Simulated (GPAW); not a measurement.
Input of a GPAW 26.7.0 run:

run.py

```python
from ase import Atoms
from ase.dft.bandgap import bandgap
from ase.io import write
from ase.units import Bohr, GPa
from gpaw import GPAW, PW, setup_paths
from gpaw.elf import elf_from_dft_calculation

setup_paths.insert(0, '.')

atoms = Atoms(['In', 'In', 'In', 'In', 'Se', 'Se', 'Se', 'Se'],
              cell=[[4.0473293151, 0.0, 0.0],
                    [-2.0236646576, 3.5050900044, 0.0],
                    [0.0, 0.0, 18.05206491]],
              scaled_positions=[[0.3333333333, 0.6666666667, 0.07739049],
                                [0.3333333333, 0.6666666667, 0.92260951],
                                [0.0, 0.0, 0.42260632],
                                [0.0, 0.0, 0.57739368],
                                [0.3333333333, 0.6666666667, 0.35298428],
                                [0.3333333333, 0.6666666667, 0.64701572],
                                [0.6666666667, 0.3333333333, 0.14699993],
                                [0.6666666667, 0.3333333333, 0.85300007]],
              pbc=True)

calc = GPAW(mode=PW(600),
            xc='PBEsol',
            kpts={'size': (8, 8, 2), 'gamma': True},
            occupations={'name': 'fermi-dirac', 'width': 0.05},
            nbands=60,
            convergence={'density': 1e-05, 'energy': 1e-05},
            maxiter=150,
            txt='gpaw.txt')
atoms.calc = calc
energy = atoms.get_potential_energy()
forces = atoms.get_forces()
stress = atoms.get_stress()
calc.write('gs.gpw')
write('result.traj', atoms)
print(f'Energy: {energy:.6f} eV')
print('Forces (eV/A):')
print(forces.round(4))
print('Stress (GPa):', (stress / GPa).round(3))
print('Fermi level:', round(calc.get_fermi_level(), 4), 'eV')
print(f'Gap: {bandgap(calc)[0]:.4f} eV, direct: {bandgap(calc, direct=True)[0]:.4f} eV')

# fields on the real-space grid
write('density.cube', atoms, data=calc.get_pseudo_density() * Bohr**3)
write('potential.cube', atoms, data=calc.get_electrostatic_potential())
write('elf.cube', atoms, data=elf_from_dft_calculation(calc).data)
```

Potentials or basis: PAW data sets generated in the run's folder for this functional, pw.

Run with:

```sh
$ gpaw-setup -f PBEsol In Se
$ OMP_NUM_THREADS=1 python run.py
```

Estimate the pressure.

-1.0 GPa.

Estimate the band gap on the k mesh.

0.63 eV, direct.

Stress tensor (GPa, compression positive):
```
-1.12  0.00  0.00
 0.00 -1.12  0.00
 0.00  0.00 -0.76
```

Caveat: spin-orbit coupling is left out, which moves the levels of the heavy elements; this functional lacks dispersion, which binds the layers, so the pressure and a relaxed spacing across them are unreliable. A k mesh can miss the band edges.
